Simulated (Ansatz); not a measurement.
# Sn: a slab and its surfaces, (111), 6 layers, part 2 of 2

What do the surfaces of Sn (111), 6 layers cost, and how tightly do they hold an electron? The runs shown use LAPW. Companion runs by PAW are cited. Its runs: bulk in the slab's orientation (LAPW); the reference run (LAPW); atoms relaxed (LAPW); no images along the normal (LAPW).

Ansatz 0.2.0; DFT PBE; a cell built from a prototype (diamond type), not taken from measurement.

### 5 Atoms relaxed, LAPW

input.yaml

```yaml
crystal:
  lattice:
    - [4.7064645914, 0.0, 0.0]
    - [-2.3532322957, 4.0759178981, 0.0]
    - [0.0, 0.0, 24.6463]
  atoms:
    - { symbol: Sn, position: [0.0, 0.0, 0.3225440249] }
    - { symbol: Sn, position: [0.3333333333, 0.6666666667, 0.3608059492] }
    - { symbol: Sn, position: [0.3333333333, 0.6666666667, 0.4807456794] }
    - { symbol: Sn, position: [0.6666666667, 0.3333333333, 0.5192543282] }
    - { symbol: Sn, position: [0.6666666667, 0.3333333333, 0.6391940553] }
    - { symbol: Sn, position: [0.0, 0.0, 0.6774559612] }
kpoints:
  mp_grid: { grid: [6, 6, 1] }
scf:
  occupations: { method: fermi_dirac, width: 0.02 }
hamiltonian:
  xc: pbe
  pseudopotentials: { kind: all_electron, lapw: { basis_error: 0.001 } }
output:
  forces: true
  stress: true
  eigenvalues: true
relax:
  f_tol: 0.01
  max_steps: 12
efield:
  axis: 3
  amplitude: 0
  dipole_correction: true
```

Started as:

```console
> ansatz run input.yaml --threads 2 --pin off --max-ram 4096MiB --backend cpu --events-out ev --progress --plain --runs-dir out
```

What it wrote:

```text
The last accepted step is kept in <dir> (removed where the run ends without a failure and the disk answers)
LAPW: plane waves up to 8.245 Å⁻¹, error target 1.0e-3 eV per atom; small_component_spin mean_spin; Sn in spheres of 1.395 Å, 22 of its electrons in bands, Dirac shells []
Engine: ansatz 0.2.0
Pseudopotentials: kind: all_electron
Pseudopotential: Sn, LAPW, valence charge 22, Koelling and Harmon's equation, gaussian nucleus
Functional definition: PBE
  parameter kappa = 0.804
  parameter beta = 0.06672455060314922
  exchange = pbe_x(kappa = kappa, mu = beta*pi^2/3)
  correlation = pbe_c(beta = beta)
Crystal: 6 atoms, lattice volume = 472.794 Å³
Basis set: ecut = 258.9795494995747 eV, 4457 PW (Γ), exchange–correlation at level 2
Bands: 80, of which v1, the nominal top of the filled ones, is band 66 counted from 1 (65 counted from 0)
Symmetry: 6 space group operations
k-points: 7 of 36 (time reversal used)
Non-local potential: Sn, projectors of the file, none
Initial density: superposition of atomic densities (neutral atoms: chi_scale 0, normalization atom)
Initial wavefunctions: plane waves of lowest kinetic energy (no species holds an atomic orbital)
Functional: x = pbe(κ = 0.804, μ = 0.2195149727645171), c = pbe(β = 0.06672455060314922)
iter 1 solved again at ethr=8.32e-4 eV; its pass at ethr=1.00e-1 eV (dr2=1.10e0 eV) is discarded
SCF iter   1: F=—  HF=-1008535.306382 eV  |F-HF|=—  |Δ(HF+E_count)|=         —  Δρ=1.11e-2  dr2=1.10e0  ethr=8.32e-4  p=0.000 e·Å  D=9.59e-13 V/Å  ΔV_dip=-0.00 eV  dr2_dipole=3.31e-12  V_vac-E_F(+/−)=5.26/5.26 eV  ⟨swp⟩=2.1  Hψ=3570  notcnv=0
efield: sawtooth ramp at fractional position 0.9500 (placed from the atoms, in the widest stretch of the axis that holds none; the zero of the levels goes with the place), width 0.1000; the density the first Hamiltonian is built on has a dipole p = 0.000 e·Å; the dipole correction subtracts the counter field D = 1.02e-12 V/Å, which shifts the + side's vacuum level by -0.00 eV against the − side's; the planar-averaged density in the ramp window peaks in size at 3.2e-6 e/Å³
preconditioner: auto → LDOS  [insulator: Δε(μ)=0.060 eV  Ē_g=19.911 eV  σ=0.020 eV  W_gap=0.53  n_scr=94 (ndim 8)  ℏωp=15.7 eV  f_vac=0.515  D(μ)=1.74/eV (n_scr^D=6)  ε∞_Penn≈1.6  β→1.0]
iter 2 solved again at ethr=1.43e-5 eV; its pass at ethr=8.32e-4 eV (dr2=1.89e-2 eV) is discarded
SCF iter   2: F=—  HF=-1008535.139129 eV  |F-HF|=—  |Δ(HF+E_count)|=   1.67e-1  Δρ=2.16e-3  dr2=1.88e-2  ethr=1.43e-5  p=0.000 e·Å  D=6.84e-8 V/Å  ΔV_dip=-0.00 eV  dr2_dipole=1.30e-11  V_vac-E_F(+/−)=4.38/4.38 eV  ⟨swp⟩=2.4  Hψ=2984  notcnv=0
SCF iter   3: F=—  HF=-1008535.146799 eV  |F-HF|=—  |Δ(HF+E_count)|=         —  Δρ=8.70e-4  dr2=8.94e-3  ethr=1.43e-5  p=-0.000 e·Å  D=-2.65e-7 V/Å  ΔV_dip=0.00 eV  dr2_dipole=2.74e-10  V_vac-E_F(+/−)=4.34/4.34 eV  ⟨swp⟩=3.0  Hψ=1870  notcnv=0
the basis was enlarged: its passes take 391.0 KiB over the memory plan, 2 of 2 planned eigensolver slots
SCF iter   4: F=—  HF=-1008535.124051 eV  |F-HF|=—  |Δ(HF+E_count)|=   2.27e-2  Δρ=3.70e-4  dr2=2.16e-3  ethr=6.78e-6  p=-0.000 e·Å  D=-5.88e-8 V/Å  ΔV_dip=0.00 eV  dr2_dipole=2.95e-11  V_vac-E_F(+/−)=4.31/4.31 eV  ⟨swp⟩=2.7  Hψ=1639  notcnv=0
SCF iter   5: F=—  HF=-1008535.121863 eV  |F-HF|=—  |Δ(HF+E_count)|=   2.19e-3  Δρ=1.46e-4  dr2=2.66e-4  ethr=1.64e-6  p=-0.000 e·Å  D=-3.53e-7 V/Å  ΔV_dip=0.00 eV  dr2_dipole=2.00e-11  V_vac-E_F(+/−)=4.28/4.28 eV  ⟨swp⟩=3.0  Hψ=1654  notcnv=0
SCF iter   6: F=—  HF=-1008535.121615 eV  |F-HF|=—  |Δ(HF+E_count)|=   2.48e-4  Δρ=4.87e-5  dr2=2.88e-5  ethr=2.02e-7  p=-0.000 e·Å  D=-1.50e-7 V/Å  ΔV_dip=0.00 eV  dr2_dipole=5.44e-12  V_vac-E_F(+/−)=4.27/4.27 eV  ⟨swp⟩=3.0  Hψ=1613  notcnv=0
SCF iter   7: F=—  HF=-1008535.121606 eV  |F-HF|=—  |Δ(HF+E_count)|=   8.46e-6  Δρ=2.14e-5  dr2=3.37e-6  ethr=2.19e-8  p=-0.000 e·Å  D=-7.17e-8 V/Å  ΔV_dip=0.00 eV  dr2_dipole=4.56e-14  V_vac-E_F(+/−)=4.26/4.26 eV  ⟨swp⟩=3.0  Hψ=1624  notcnv=0
SCF iter   8: F=-1008535.121610 eV  HF=-1008535.121610 eV  |F-HF|=2.15e-7  |Δ(HF+E_count)|=   3.71e-6  Δρ=6.03e-6  dr2=4.48e-7  ethr=2.55e-9  p=-0.000 e·Å  D=-1.10e-8 V/Å  ΔV_dip=0.00 eV  dr2_dipole=2.49e-15  V_vac-E_F(+/−)=4.26/4.26 eV  ⟨swp⟩=3.0  Hψ=1654  notcnv=0
SCF 1 converged in 8 iterations: F = -1008535.121610 eV  dr2 = 4.48e-7
relax step   1: F+E_penalty+E_count = -1008535.12160955 eV  Δ(F+E_penalty+E_count) = +0.000e0 eV  max|allowed force component| = 3.978e-3 eV/Å  Δτ_max = 0.0000 Å  (8 SCF iters, dr2 threshold 2.50e-6 eV, accepted)
Initial density: handed on by an earlier stage of this run
Initial wavefunctions: those handed on with the density
iter 1 solved again at ethr=3.38e-10 eV; its pass at ethr=1.00e-1 eV (dr2=4.46e-7 eV) is discarded
SCF iter   1: F=—  HF=-1008535.121610 eV  |F-HF|=—  |Δ(HF+E_count)|=         —  Δρ=5.96e-6  dr2=4.47e-7  ethr=3.38e-10  p=-0.000 e·Å  D=-1.10e-8 V/Å  ΔV_dip=0.00 eV  dr2_dipole=2.35e-15  V_vac-E_F(+/−)=4.26/4.26 eV  ⟨swp⟩=2.0  Hψ=2230  notcnv=0
efield: sawtooth ramp at fractional position 0.9500 (handed on by an earlier solve), width 0.1000; the density the first Hamiltonian is built on has a dipole p = -0.000 e·Å; the dipole correction subtracts the counter field D = -1.10e-8 V/Å, which shifts the + side's vacuum level by +0.00 eV against the − side's; the planar-averaged density in the ramp window peaks in size at 8.7e-7 e/Å³
preconditioner: auto → LDOS  [insulator: Δε(μ)=0.186 eV  Ē_g=19.869 eV  σ=0.020 eV  W_gap=0.69  n_scr=94 (ndim 8)  ℏωp=15.7 eV  f_vac=0.535  D(μ)=4.71/eV (n_scr^D=10)  ε∞_Penn≈1.6  β→1.0]
SCF iter   2: F=—  HF=-1008535.121610 eV  |F-HF|=—  |Δ(HF+E_count)|=   1.13e-7  Δρ=3.95e-6  dr2=1.23e-7  ethr=3.38e-10  p=0.000 e·Å  D=2.24e-9 V/Å  ΔV_dip=-0.00 eV  dr2_dipole=1.69e-15  V_vac-E_F(+/−)=4.26/4.26 eV  ⟨swp⟩=3.0  Hψ=1611  notcnv=0
SCF iter   3: F=-1008535.121610 eV  HF=-1008535.121610 eV  |F-HF|=2.49e-8  |Δ(HF+E_count)|=   5.80e-8  Δρ=1.84e-6  dr2=6.44e-8  ethr=9.28e-11  p=0.000 e·Å  D=4.49e-9 V/Å  ΔV_dip=-0.00 eV  dr2_dipole=1.49e-15  V_vac-E_F(+/−)=4.26/4.26 eV  ⟨swp⟩=3.0  Hψ=1591  notcnv=0
SCF 2 converged in 3 iterations: F = -1008535.121610 eV  dr2 = 6.44e-8
relax step   2: F+E_penalty+E_count = -1008535.12160984 eV  Δ(F+E_penalty+E_count) = -2.921e-7 eV  max|allowed force component| = 3.981e-3 eV/Å  Δτ_max = 0.0000 Å  (3 SCF iters, accepted)
SCF converged after 3 iterations
Free energy (F): -1008535.121610 eV
Harris-Foulkes:  -1008535.121610 eV  (|F-HF|=2.49e-8)
Internal energy: -1008535.114885 eV  (E = F + TS)
E sigma→0 (E₀):  -1008535.118247 eV
Entropy (-TS):   -0.006725 eV (-1.121 meV/atom)
Fermi energy:    1.898417 eV
Dipole field:    D = 0.000000 V/Å  (p = 0.000000 e·Å, saw-weighted, corrected)
Work function:   Φ+ = 4.2610 eV   Φ− = 4.2610 eV
Levels:          The Fermi level and band energies are counted from a zero that moves with the ramp; work functions are not
--- Per-component energies (eV) ---
  E_band       = -5733.285209
  E_kinetic    = 1060697.761092
  E_xc         = -26982.398587
  E_efield     = 0.000000  (sawtooth field / dipole correction)
  E_electrostatic = -2042250.477390  (all electrons and nuclei)
  E_smearing   = -0.006725  (= −TS)
  E_closure    = 0.000000  (closes the sum)
  E_atoms      = -1008513.662075  (free atoms, spherical and without spin; not in F)
  Σ components = -1008535.121610   (vs F -1008535.121610, Δ=0.00e0)
  Basis errors (estimates in eV, not in F): energy 4.7e-4 per atom: plane waves 4.3e-4 (2.6e-4 summed), levels above the bands 2.3e-115, relativity 1.7e-8, radial functions 4.0e-5, core shells 4.9e-8; eigenvalues (radial functions only) 1.1e-7; not estimated: angular momenta, meshes, grids; target (lapw.basis_error) 1.0e-3; muffin-tin radii Sn 1.395 Å
--- Forces (eV/Å), atoms counted from 1 ---
  atom   1  Sn     0.00000000     0.00000000     0.00398126
  atom   2  Sn     0.00000000     0.00000000    -0.00318309
  atom   3  Sn     0.00000000    -0.00000000    -0.00133119
  atom   4  Sn     0.00000000     0.00000000     0.00133070
  atom   5  Sn     0.00000000    -0.00000000     0.00318252
  atom   6  Sn     0.00000000     0.00000000    -0.00398018
  max |Σ_I F_I| component: 1.57e-8 eV/Å
--- Stress (GPa, compression-positive) ---
       -0.090552       0.000000       0.000000
        0.000000      -0.090552       0.000000
        0.000000       0.000000      -0.002913
  P = ⅓ Tr σ = -0.0613 GPa (-0.613 kbar)
--- Band table (eV; the first three rows and the last of 7) ---
  k-point 0: bands = ["-127.3925", "-127.3910", "-127.2962", "-127.2962", "-127.2745", "-127.2745", "-83.1988", "-83.1976", "-83.1668", "-83.1668", "-83.1561", "-83.1561", "-83.1108", "-83.1108", "-83.0955", "-83.0955", "-83.0627", "-83.0627", "-83.0627", "-83.0627", "-83.0349", "-83.0349", "-83.0349", "-83.0349", "-19.5727", "-19.5727", "-19.5176", "-19.4990", "-19.4954", "-19.4954", "-19.4611", "-19.4611", "-19.4531", "-19.4531", "-19.3772", "-19.3772", "-19.3753", "-19.3753", "-19.3083", "-19.3072", "-19.2836", "-19.2836", "-19.2656", "-19.2566", "-19.2354", "-19.2354", "-19.1719", "-19.1719", "-19.1703", "-19.1703", "-19.1202", "-19.1202", "-19.1201", "-19.1201", "-7.8343", "-7.3366", "-6.8563", "-3.1827", "-1.6803", "0.0060", "1.2271", "1.2271", "1.6133", "1.6133", "1.9502", "1.9502", "1.9616", "2.2289", "2.6727", "2.9094", "4.5740", "4.5740", "5.0753", "5.0753", "5.2416", "5.2416", "5.4266", "5.7335", "6.2678", "6.6469"]
  k-point 1: bands = ["-127.3924", "-127.3911", "-127.2962", "-127.2962", "-127.2745", "-127.2745", "-83.1988", "-83.1977", "-83.1670", "-83.1662", "-83.1566", "-83.1559", "-83.1108", "-83.1108", "-83.0955", "-83.0955", "-83.0627", "-83.0627", "-83.0624", "-83.0624", "-83.0351", "-83.0351", "-83.0348", "-83.0348", "-19.5819", "-19.5790", "-19.5315", "-19.4969", "-19.4864", "-19.4790", "-19.4676", "-19.4551", "-19.4540", "-19.4433", "-19.3714", "-19.3663", "-19.3662", "-19.3594", "-19.3184", "-19.3050", "-19.3014", "-19.3014", "-19.2667", "-19.2494", "-19.2230", "-19.2229", "-19.1929", "-19.1892", "-19.1891", "-19.1854", "-19.1147", "-19.1137", "-19.1048", "-19.1045", "-7.6135", "-7.1142", "-6.6279", "-3.3328", "-2.0627", "-1.0407", "-0.1549", "0.4391", "0.8147", "1.2289", "1.5211", "1.5915", "2.5354", "3.2776", "3.4218", "3.5975", "4.5024", "5.0834", "5.1492", "5.3134", "5.6719", "5.7377", "6.0898", "6.1297", "6.3209", "6.7898"]
  k-point 2: bands = ["-127.3922", "-127.3913", "-127.2962", "-127.2962", "-127.2745", "-127.2745", "-83.1987", "-83.1981", "-83.1673", "-83.1647", "-83.1579", "-83.1556", "-83.1108", "-83.1108", "-83.0957", "-83.0957", "-83.0629", "-83.0628", "-83.0618", "-83.0618", "-83.0355", "-83.0355", "-83.0347", "-83.0347", "-19.5867", "-19.5860", "-19.5522", "-19.4887", "-19.4816", "-19.4757", "-19.4651", "-19.4418", "-19.4408", "-19.4190", "-19.3813", "-19.3654", "-19.3583", "-19.3377", "-19.3317", "-19.3144", "-19.3142", "-19.3073", "-19.2547", "-19.2332", "-19.2293", "-19.2242", "-19.2180", "-19.1984", "-19.1967", "-19.1922", "-19.1211", "-19.1189", "-19.0865", "-19.0864", "-6.9940", "-6.4987", "-5.9897", "-4.0795", "-3.3173", "-2.8069", "-0.6701", "0.1859", "0.2502", "0.6752", "1.0489", "1.2463", "2.1630", "3.0765", "3.3087", "3.5527", "4.2625", "5.3701", "5.7338", "6.1166", "6.5383", "6.8081", "7.0100", "7.1252", "7.5898", "7.7241"]
  k-point 6: bands = ["-127.3918", "-127.3918", "-127.2962", "-127.2962", "-127.2745", "-127.2745", "-83.1985", "-83.1985", "-83.1678", "-83.1612", "-83.1612", "-83.1552", "-83.1109", "-83.1109", "-83.0958", "-83.0958", "-83.0631", "-83.0631", "-83.0613", "-83.0613", "-83.0359", "-83.0359", "-83.0345", "-83.0345", "-19.6085", "-19.5733", "-19.5733", "-19.4970", "-19.4970", "-19.4464", "-19.4348", "-19.4309", "-19.4309", "-19.3929", "-19.3826", "-19.3826", "-19.3731", "-19.3197", "-19.3197", "-19.2871", "-19.2871", "-19.2778", "-19.2767", "-19.2644", "-19.2644", "-19.2534", "-19.2534", "-19.1891", "-19.1874", "-19.1662", "-19.1623", "-19.1623", "-19.0518", "-19.0518", "-5.8275", "-5.8275", "-4.9362", "-4.9314", "-4.4551", "-4.4551", "-0.9398", "-0.8195", "-0.8195", "0.2462", "0.2462", "1.6045", "1.9147", "3.8072", "3.8072", "5.3263", "5.7044", "5.7044", "6.5127", "6.5783", "6.5783", "6.8507", "7.0463", "7.0464", "7.7194", "7.8267"]
--- Relaxed structure (2 steps of the walk, 2 accepted, 0 SCFs on fresh bases) ---
  F+E_penalty+E_count = -1008535.12160984 eV   max|allowed force component| = 3.981e-3 eV/Å
  atoms:
    - { symbol: Sn, position: [0.0, 0.0, 0.3225440249] }
    - { symbol: Sn, position: [0.3333333333333333, 0.6666666666666666, 0.3608059492] }
    - { symbol: Sn, position: [0.3333333333333333, 0.6666666666666666, 0.48074567939999996] }
    - { symbol: Sn, position: [0.6666666666666666, 0.3333333333333333, 0.5192543281999998] }
    - { symbol: Sn, position: [0.6666666666666666, 0.3333333333333333, 0.6391940553] }
    - { symbol: Sn, position: [0.0, 0.0, 0.6774559611999998] }
```

Run time: 1.8 min. Hardware: 2 threads of AMD EPYC 7B13 (Zen 3), shared host; peak memory 1 GiB.

Relaxation path:

| step | energy from step 1 (eV/cell) | largest force component (eV/Å) |
| --- | --- | --- |
| 1 | 0.0000 | 0.0040 |
| 2 | 0.0000 | 0.0040 |

Step 1 is the start. Step 2 solves the same geometry again.

This run gives: no gap; largest force 0.004 eV/Å; work function 4.26 eV.

### 6 No images along the normal, LAPW

Changes to input.yaml since step 5:

```diff
@@ -12,2 +12,3 @@
     - { symbol: Sn, position: [0.0, 0.0, 0.6774559612] }
+  periodic: [true, true, false]
 kpoints:
@@ -23,8 +24 @@
   eigenvalues: true
-relax:
-  f_tol: 0.01
-  max_steps: 12
-efield:
-  axis: 3
-  amplitude: 0
-  dipole_correction: true
```

Started as:

```console
> ansatz run input.yaml --threads 2 --pin off --max-ram 4096MiB --backend cpu --events-out ev --progress --plain --runs-dir out
```

What it wrote, shortened:

```text
Warning: crystal.periodic: the lattice vector that does not repeat stood 0.000° off the slab's normal, 24.646 Å along it as the deck builds it. The run solves the slab on a vector along the normal, 41.295 Å long, with every atom where it was (on the deck's vector they left 15.90 Å outside [...]
LAPW: plane waves up to 7.939 Å⁻¹, error target 1.0e-3 eV per atom; small_component_spin mean_spin; Sn in spheres of 1.438 Å, 22 of its electrons in bands, Dirac shells []
[...]
[... 3 set-up lines as earlier in the session ...]
[...]
Crystal: 6 atoms, lattice volume = 792.160 Å³
Basis set: ecut = 240.10953733991175 eV, 6603 PW (Γ), exchange–correlation at level 2
Bands: 80, of which v1, the nominal top of the filled ones, is band 66 counted from 1 (65 counted from 0)
Symmetry: 12 space group operations
Space group: P-3m1 (ITA 164), of the structure as read, at distance tolerance 9.3e-5 Å
k-points: 7 of 36
[...]
SCF iter   9: F=-1008535.121730 eV  HF=-1008535.121730 eV  |F-HF|=1.11e-7  |Δ(HF+E_count)|=   1.23e-7  Δρ=1.93e-6  dr2=4.80e-8  ethr=4.23e-10  ⟨swp⟩=3.0  Hψ=1594  notcnv=0
[...]
SCF converged after 9 iterations
Free energy (F): -1008535.121730 eV
[...]
E sigma→0 (E₀):  -1008535.118367 eV
Entropy (-TS):   -0.006726 eV (-1.121 meV/atom)
Fermi energy:    -4.260837 eV
[...]
--- Forces (eV/Å), atoms counted from 1 ---
  atom   1  Sn    -0.00000000     0.00000000     0.00399406
  atom   2  Sn     0.00000000     0.00000000    -0.00317834
  atom   3  Sn     0.00000000    -0.00000000    -0.00130229
  atom   4  Sn     0.00000000     0.00000000     0.00130229
  atom   5  Sn     0.00000000    -0.00000000     0.00317834
  atom   6  Sn    -0.00000000     0.00000000    -0.00399406
[...]
--- 2D stress c σ (N/m, compression-positive) ---
       -0.222767       0.000000       0.000000
       -0.000000      -0.222767       0.000000
        0.000000       0.000000       0.000000
  P = ½ c Tr σ = -0.2228 N/m
--- Band table (eV; the first three rows and the last of 7) ---
[...]
  the weakly bound empty levels are not read free of the cell's end (augmented_plane_waves)
```

It took 52 s on 2 threads of AMD EPYC 7B13 (Zen 3), shared host; peak memory 1.1 GiB.

In short: no gap; largest force 0.004 eV/Å.

### 7 The series in one table

The PAW rows are taken from companion runs at the same settings.

| run | surface energy (J/m²) | work function (eV; upper / lower face where they differ) | gap (eV) | largest force (eV/Å) | time |
| --- | --- | --- | --- | --- | --- |
| Slab as cut, LAPW | 0.609 | 4.27 | none | 0.262 | 71 s |
| Atoms relaxed, LAPW | 0.602 | 4.26 | none | 0.004 | 1.8 min |
| No images along the normal, LAPW | 0.602 | – | none | 0.004 | 52 s |
| Slab as cut, PAW | 0.609 | 4.27 | none | 0.262 | 9.1 s |
| Atoms relaxed, PAW | 0.602 | 4.26 | none | 0.004 | 28 s |
| No images along the normal, PAW | 0.602 | – | none | 0.004 | 8.9 s |
| Core holes in 3d of Sn, PAW | – | – | none | 0.004 | 36 s |

Surface energy: (F of the slab less that of as many bulk atoms) over twice the area, the bulk computed in the slab's orientation.

### 8 What came out

What follows sums up all 2 parts.

```
                      quantity          value
surface energy (LAPW, relaxed)      0.60 J/m²
 work function (LAPW, relaxed)        4.26 eV
    outer layer spacing (LAPW)  0.96 → 0.94 Å
 surface energy (PAW, relaxed)      0.60 J/m²
  work function (PAW, relaxed)        4.26 eV
     outer layer spacing (PAW)  0.96 → 0.94 Å
```

In words: By LAPW the surface costs 0.61 J/m² as cut and 0.60 J/m² relaxed. The outermost spacing changes by -1.8 % (LAPW). The outermost spacing changes by -1.8 % (PAW). Thickness wasn't converged, and no reconstruction was sought.
